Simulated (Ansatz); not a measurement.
simple cubic against fcc along groups 8 to 10

Computed with Ansatz 0.2.0, DFT, PBE, plane waves (420 eV) with PAW, scalar-relativistic.

Each structure is relaxed within its symmetry, in the lowest magnetic state of the tried starts. Differences under about 8 meV lie within the error of the k-point mesh.

```
element  E(simple cubic) − E(fcc) (meV/atom)  V(simple cubic) (Å³/atom)  V(fcc) (Å³/atom)  state of simple cubic       state of fcc
     Ru                                 1022                      15.85             13.85      spin not included  spin not included
     Os                                 1403                      16.73             14.35      spin not included  spin not included
     Co                                  765                      12.81             10.92          ferromagnetic      ferromagnetic
     Rh                                    ?                          ?                 ?                      ?                  ?
     Ir                                 1002                      17.01             14.51           non-magnetic       non-magnetic
     Ni                                  710                      12.62             10.90          ferromagnetic      ferromagnetic
     Pd                                  509                      17.89             15.37      spin not included  spin not included
     Pt                                  459                      18.10             15.66      spin not included  spin not included
```

Task: Fill in the row of Rh.

Result: E(simple cubic) − E(fcc) (meV/atom): 794; V(simple cubic) (Å³/atom): 16.31; V(fcc) (Å³/atom): 14.05; state of simple cubic: non-magnetic; state of fcc: non-magnetic.
